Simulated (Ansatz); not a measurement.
# Is this NaF structure stable?

The cell was found from a structure generator's guess, not taken from experiment.

Level of theory: DFT PBE, scalar-relativistic, plane waves, PAW in Ansatz. Plane waves to 420 eV, a 9×9×6 mesh through Γ for the 4-atom cell and 0.02 eV Gaussian smearing; no spin polarisation.

```yaml
crystal:
  lattice:
    - [3.94219, 0.00000, 0.00000]
    - [-1.97110, 3.41404, 0.00000]
    - [0.00000, 0.00000, 4.65571]
  atoms:
    - { symbol: Na, position: [0.33333, 0.66667, 0.75000] }
    - { symbol: Na, position: [0.66667, 0.33333, 0.25000] }
    - { symbol: F, position: [0.66667, 0.33333, 0.75000] }
    - { symbol: F, position: [0.33333, 0.66667, 0.25000] }
```

The zero of energy is the elements' standard structures at the same level (F₂ as a molecule); no fitted shifts are applied.

Q: These tests were run: energy against the elements; phonons on a 2×2×2 q mesh; elastic tensor. What do they show?

A:

| test | result |
| --- | --- |
| energy against the elements | −2.675 eV/atom |
| phonons on a 2×2×2 q mesh | no imaginary mode on the mesh |
| elastic tensor | least eigenvalue 5 GPa |

It fails none of these tests. Whether a mixture of other phases lies lower isn't tested here.

The run for the phonons used a 10×10×6 k mesh. The run for the elastic tensor used a 10×10×6 k mesh.
